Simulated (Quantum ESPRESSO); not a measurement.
A calculation with Quantum ESPRESSO 7.5 of HfN (ASE script, structure from a P1 CIF):

The input run.py:

```python
import numpy as np
from ase.calculators.espresso import Espresso, EspressoProfile
from ase.io import read

atoms = read('HfN.cif')

input_data = {
    'control': {'calculation': 'scf', 'prefix': 'pwscf', 'outdir': './tmp', 'tprnfor': True, 'tstress': True, 'disk_io': 'nowf'},
    'system': {'ecutwfc': 45.0, 'ecutrho': 360.0, 'nbnd': 15, 'occupations': 'smearing', 'smearing': 'fd', 'degauss': 0.00367493},
    'electrons': {'conv_thr': 4e-10, 'electron_maxstep': 120, 'mixing_beta': 0.5},
}
pseudopotentials = {'Hf': 'hf_pbesol_v1.uspp.F.UPF', 'N': 'n_pbesol_v1.2.uspp.F.UPF'}
profile = EspressoProfile(command='mpirun -n 2 pw.x -nk 2', pseudo_dir='pseudo')
dft = Espresso(profile=profile, input_data=input_data, pseudopotentials=pseudopotentials, kpts=(10, 10, 10), koffset=(0, 0, 0))
atoms.calc = dft

print(f'energy {atoms.get_potential_energy():.8f} eV')
print('forces (eV/A)')
print(np.round(atoms.get_forces(), 6))
print('stress (eV/A^3, Voigt)')
print(np.round(atoms.get_stress(), 8))
print(f'Fermi level {dft.get_fermi_level():.4f} eV')
```

HfN.cif

```cif
data_HfN
_cell_length_a 3.19046580
_cell_length_b 3.19046580
_cell_length_c 3.19046580
_cell_angle_alpha 60.00000000
_cell_angle_beta 60.00000000
_cell_angle_gamma 60.00000000
_space_group_name_H-M_alt 'P1'
_space_group_name_Hall 'P 1'
_space_group_IT_number 1
loop_
_space_group_symop_operation_xyz
'x,y,z'
loop_
_atom_site_label
_atom_site_type_symbol
_atom_site_symmetry_multiplicity
_atom_site_Wyckoff_symbol
_atom_site_fract_x
_atom_site_fract_y
_atom_site_fract_z
_atom_site_occupancy
Hf1 Hf 1 a 0.0000000000 0.0000000000 0.0000000000 1
N1 N 1 a 0.5000000000 0.5000000000 0.5000000000 1
```

Potentials or basis: GBRV 1.5 PBEsol.

Command:

```console
$ OMP_NUM_THREADS=1 python run.py
```

Task: Write the same calculation in another form: native input, structure typed inline.

Result: As run:

File pw.in:

```
&CONTROL
  calculation = 'scf'
  prefix = 'pwscf'
  outdir = './tmp'
  pseudo_dir = './pseudo'
  tprnfor = .true.
  tstress = .true.
  disk_io = 'low'
/
&SYSTEM
  ibrav = 0
  nat = 2
  ntyp = 2
  ecutwfc = 45
  ecutrho = 360
  nbnd = 15
  occupations = 'smearing'
  smearing = 'fd'
  degauss = 0.00367493
/
&ELECTRONS
  conv_thr = 4d-10
  electron_maxstep = 120
  mixing_beta = 0.5
/
ATOMIC_SPECIES
Hf   178.4900 hf_pbesol_v1.uspp.F.UPF
N     14.0070 n_pbesol_v1.2.uspp.F.UPF
CELL_PARAMETERS angstrom
   0.0000000000    2.2560000000    2.2560000000
   2.2560000000    0.0000000000    2.2560000000
   2.2560000000    2.2560000000    0.0000000000
ATOMIC_POSITIONS crystal
Hf     0.0000000000    0.0000000000    0.0000000000
N      0.5000000000    0.5000000000    0.5000000000
K_POINTS automatic
10 10 10 0 0 0
```

Contents of pp_density.in:

```
&INPUTPP
  prefix = 'pwscf'
  outdir = './tmp'
  filplot = 'density.dat'
  plot_num = 0
/
&PLOT
  nfile = 1
  filepp(1) = 'density.dat'
  iflag = 3
  output_format = 6
  fileout = 'density.cube'
/
```

Contents of pp_potential.in:

```
&INPUTPP
  prefix = 'pwscf'
  outdir = './tmp'
  filplot = 'potential.dat'
  plot_num = 11
/
&PLOT
  nfile = 1
  filepp(1) = 'potential.dat'
  iflag = 3
  output_format = 6
  fileout = 'potential.cube'
/
```

Potentials or basis: GBRV 1.5 PBEsol.

Run with:

```bash
$ OMP_NUM_THREADS=1 mpirun -n 2 pw.x -nk 2 -in pw.in > pw.out
$ OMP_NUM_THREADS=1 mpirun -n 1 pp.x -in pp_density.in > pp_density.out
$ OMP_NUM_THREADS=1 mpirun -n 1 pp.x -in pp_potential.in > pp_potential.out
```

Both were run:

|  | ASE script, structure from a P1 CIF | native input, structure typed inline |
| --- | --- | --- |
| Pressure | -2.8 GPa | -2.8 GPa |
| Band gap on the k mesh | none (metal or under the smearing width) | none (metal or under the smearing width) |

Keys that steer only the numerical path or the files written may differ.
